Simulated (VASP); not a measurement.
# MnS (Fm-3m) in VASP: single point with LDA

Aim: the single point of MnS with LDA.

Everything below comes from runs of VASP 6.6.1. Logs are shortened: lines on timing, memory, paths and dates and some standing lists are left out, and cuts for length are marked.

## Step 1: The structure

Symmetry: Fm-3m, No. 225, cubic system. Conventional cell: a = 5.307 Å, b = 5.307 Å, c = 5.307 Å, α = 90.00°, β = 90.00°, γ = 90.00°. Around Mn (site symmetry m-3m) lie 6 S at 2.65 Å. S (site symmetry m-3m) is surrounded by 6 Mn at 2.65 Å.

The cell was built by a generator and needn't be a form met in nature.

## Step 2: Single point, LDA, collinear spin, typed start

Contents of INCAR:

```
  PREC = Accurate
  ENCUT = 520
  EDIFF = 1E-6
  ISMEAR = -1
  SIGMA = 0.0759
  LREAL = F
  LASPH = T
  NELM = 150
  ALGO = Fast
  ISIF = 2
  LWAVE = F
  LCHARG = F
  ISPIN = 2
  MAGMOM = 5 0
  LORBIT = 11
  LMAXMIX = 4
  NBANDS = 20
```

Contents of KPOINTS:

```
Automatic mesh
0
Gamma
  8 8 8
```

Contents of POSCAR:

```
MnS
1.0
    0.0000000000      2.6536852900      2.6536852900
    2.6536852900      0.0000000000      2.6536852900
    2.6536852900      2.6536852900      0.0000000000
Mn S
1 1
Direct
    0.0000000000      0.0000000000      0.0000000000
    0.5000000000      0.5000000000      0.5000000000
```

Potentials or basis: VASP PAW LDA potentials, release 64 (Mn_pv, S).

The run is started by

```console
$ cat potpaw_LDA.64/Mn_pv/POTCAR potpaw_LDA.64/S/POTCAR > POTCAR
$ mpirun -np 1 vasp_std > vasp.out
```

OUTCAR:

```text
PREC = Accurate
   ENCUT = 520
   EDIFF = 1E-6
   ISMEAR = -1
   LREAL = F
   LASPH = T
   NELM = 150
   ISIF = 2
   ISPIN = 2
   LORBIT = 11

 ion  position               nearest neighbor table
   1  0.000  0.000  0.000-   2 2.65   2 2.65   2 2.65   2 2.65   2 2.65   2 2.65
   2  0.500  0.500  0.500-   1 2.65   1 2.65   1 2.65   1 2.65   1 2.65   1 2.65

  LATTYP: Found a face centered cubic cell.
 ALAT       =     5.3073705800

  Lattice vectors:

 A1 = (   0.0000000000,   2.6536852900,   2.6536852900)
 A2 = (   2.6536852900,   0.0000000000,   2.6536852900)
 A3 = (   2.6536852900,   2.6536852900,   0.0000000000)

Analysis of symmetry for initial positions (statically):
=====================================================================
 Subroutine PRICEL returns:
 Original cell was already a primitive cell.

 Routine SETGRP: Setting up the symmetry group for a
 face centered cubic supercell.

 Subroutine GETGRP returns: Found 48 space group operations
 (whereof 48 operations were pure point group operations)
 out of a pool of 48 trial point group operations.

The static configuration has the point symmetry O_h .

Analysis of symmetry for dynamics (positions and initial velocities):
=====================================================================
 Subroutine PRICEL returns:
 Original cell was already a primitive cell.

 Routine SETGRP: Setting up the symmetry group for a
 face centered cubic supercell.

 Subroutine GETGRP returns: Found 48 space group operations
 (whereof 48 operations were pure point group operations)
 out of a pool of 48 trial point group operations.

The dynamic configuration has the point symmetry O_h .

Analysis of structural, dynamic, and magnetic symmetry:
=====================================================================
 Subroutine PRICEL returns:
 Original cell was already a primitive cell.

 Routine SETGRP: Setting up the symmetry group for a
 face centered cubic supercell.

 Subroutine GETGRP returns: Found 48 space group operations
 (whereof 48 operations were pure point group operations)
 out of a pool of 48 trial point group operations.

The overall configuration has the point symmetry O_h .

 Subroutine INISYM returns: Found 48 space group operations
 (whereof 48 operations are pure point group operations),
 and found     1 'primitive' translations

----------------------------------------------------------------------------------------

[... 108 lines left out ...]
   EFERMI_NEDOS =   21; number of points for ismear=-14 and -15
   IALGO  =     68    algorithm
   IMIX   =      4    mixing-type and parameters
     AMIX     =   0.40;   BMIX     =  1.00
     AMIX_MAG =   1.60;   BMIX_MAG =  1.00
  volume/ion in A,a.u.               =      18.69       126.11
  Fermi-wavevector in a.u.,A,eV,Ry     =   1.306572  2.469063 23.226912  1.707130
  Thomas-Fermi vector in A             =   2.437365
   LORBIT       =     11    0 simple, 1 ext, 2 COOP (PROOUT), +10 PAW based schemes
   GGA     = CA    functional components
   LHFCALC =     F    Hartree Fock is set to
   AEXX    =    0.0000 exact exchange contribution
   IVDW    =     0    specifies the selected vdW correction
   LEPSILON=     F    determine dielectric tensor
   LRPA    =     F    only Hartree local field effects (RPA)
 spin polarized calculation
 RMM-DIIS sequential band-by-band and
  energy-cutoff  :      520.00
  volume of cell :       37.37
 maximum number of plane-waves:      1036
   NGX = 13   NGY = 13   NGZ = 13

 number of electron      19.0000006 magnetization       4.6528449

 Free energy of the ion-electron system (eV)
  ---------------------------------------------------
  ext. energy  EPLUGINS =         0.00000000
  ---------------------------------------------------
  free energy    TOTEN  =       -14.82348448 eV

  energy without entropy =      -14.80720294  energy(sigma->0) =      -14.81534371

 E-fermi :   5.7109     XC(G=0): -10.7081

 val. band max:        5.6476166621   @ k =  -0.3750   0.5000   0.1250
 cond. band min:       5.7316960619   @ k =   0.5000   0.3750   0.1250
 fundamental gap:      0.0840793998
 Fermi energy:         5.7108726523

 spin component 1

 k-point     1 :       0.0000    0.0000    0.0000
  band No.  band energies     occupation
      1     -44.2834      1.00000
      2     -44.2834      1.00000
      3     -44.2834      1.00000
      4      -8.3682      1.00000
      5       2.6703      1.00000
      6       2.6703      1.00000
[... 541 lines left out ...]
     19      19.9223      0.00000
     20      20.6090      0.00000

 [... further k-points ...]

 spin component 2

 k-point     1 :       0.0000    0.0000    0.0000
  band No.  band energies     occupation
      1     -40.1804      1.00000
      2     -40.1804      1.00000
      3     -40.1804      1.00000
      4      -8.0643      1.00000
      5       4.2481      1.00000
      6       4.2481      1.00000
[... 541 lines left out ...]
     19      20.5296      0.00000
     20      21.2856      0.00000

 [... further k-points ...]
[... 5 lines left out ...]
  --------------------------------------------------------------------------------------
  -------------------------------------------------------------------------------------
  Total       -3.2025758     -3.2025758     -3.2025758      0.0000000      0.0000000      0.0000000
  in kB     -137.2877384   -137.2877384   -137.2877384      0.0000000      0.0000000      0.0000000
  external PRESSURE =    -137.2877384 kB  Pullay stress =       0.0000000 kB

 VOLUME and BASIS-vectors are now :
 -----------------------------------------------------------------------------
  energy-cutoff  :      520.00
  volume of cell :       37.37
      direct lattice vectors                 reciprocal lattice vectors
     0.000000000  2.653685290  2.653685290    -0.188417218  0.188417218  0.188417218
     2.653685290  0.000000000  2.653685290     0.188417218 -0.188417218  0.188417218
     2.653685290  2.653685290  0.000000000     0.188417218  0.188417218 -0.188417218

 POSITION                                       TOTAL-FORCE (eV/Angst)
 -----------------------------------------------------------------------------------
      0.00000      0.00000      0.00000        -0.000000      0.000000      0.000000
      2.65369      2.65369      2.65369         0.000000     -0.000000     -0.000000
 -----------------------------------------------------------------------------------
    total drift:                               -0.000000      0.000000      0.000000

  FREE ENERGIE OF THE ION-ELECTRON SYSTEM (eV)
  ---------------------------------------------------
  free  energy   TOTEN  =       -14.8234844794 eV

  energy  without entropy=      -14.8072029398  energy(sigma->0) =      -14.81534371

 total charge

# of ion       s       p       d       tot
------------------------------------------
    1        0.213   6.147   4.937  11.297
    2        1.330   2.346   0.000   3.676
--------------------------------------------------
tot          1.543   8.493   4.937  14.973

 magnetization (x)

# of ion       s       p       d       tot
------------------------------------------
    1        0.045   0.031   4.106   4.182
    2        0.023   0.080   0.000   0.103
--------------------------------------------------
tot          0.069   0.111   4.106   4.286
```

OSZICAR:

```text
N       E                     dE             d eps       ncg     rms          rms(c)
DAV:   1     0.154143988149E+03    0.15414E+03   -0.10457E+04  2320   0.100E+03
DAV:   2    -0.795099831632E+01   -0.16209E+03   -0.15215E+03  2432   0.282E+02
DAV:   3    -0.159497142646E+02   -0.79987E+01   -0.79016E+01  2708   0.678E+01
DAV:   4    -0.160512350069E+02   -0.10152E+00   -0.10143E+00  2612   0.780E+00
DAV:   5    -0.160527890406E+02   -0.15540E-02   -0.15540E-02  2632   0.102E+00    0.110E+01
RMM:   6    -0.148771746580E+02    0.11756E+01   -0.30606E+00  2793   0.129E+01    0.954E+00
RMM:   7    -0.148396314701E+02    0.37543E-01   -0.27705E-01  2694   0.398E+00    0.517E+00
RMM:   8    -0.148297055412E+02    0.99259E-02   -0.17662E-02  2848   0.876E-01    0.278E+00
RMM:   9    -0.148225606254E+02    0.71449E-02   -0.85519E-03  2776   0.827E-01    0.377E-01
RMM:  10    -0.148232500890E+02   -0.68946E-03   -0.17316E-03  2756   0.303E-01    0.184E-01
RMM:  11    -0.148234565646E+02   -0.20648E-03   -0.29186E-04  2947   0.135E-01    0.135E-01
RMM:  12    -0.148234721598E+02   -0.15595E-04   -0.54143E-05  3081   0.637E-02    0.103E-01
RMM:  13    -0.148234604891E+02    0.11671E-04   -0.24828E-05  2947   0.496E-02    0.314E-02
RMM:  14    -0.148234841767E+02   -0.23688E-04   -0.78847E-06  2848   0.263E-02    0.832E-03
RMM:  15    -0.148234844794E+02   -0.30262E-06   -0.21563E-06  2128   0.125E-02
   1 F= -.14823484E+02 E0= -.14815344E+02  d E =-.162815E-01  mag=     4.6529
```

Wall time 44 s (1 thread of Intel Xeon Platinum 8488C (Sapphire Rapids), shared host); peak memory 0.16 GiB.

Results:

```
Free energy                                           : -14.8235 eV
Pressure                                              : -13.7 GPa
Band gap on the k mesh                                : none (metal or under the smearing width)
Net moment                                            : 4.65 μB per cell
Site moments                                          : Mn +4.18; S +0.10 μB
Valence electrons inside the program's atomic spheres : Mn 11.30; S 3.68
```

Caveat: a cell with one magnetic atom can't hold antiferromagnetic order, which such compounds often take; semilocal functionals often make such compounds metallic where correlation or magnetic order opens a gap, which also shifts bond lengths.
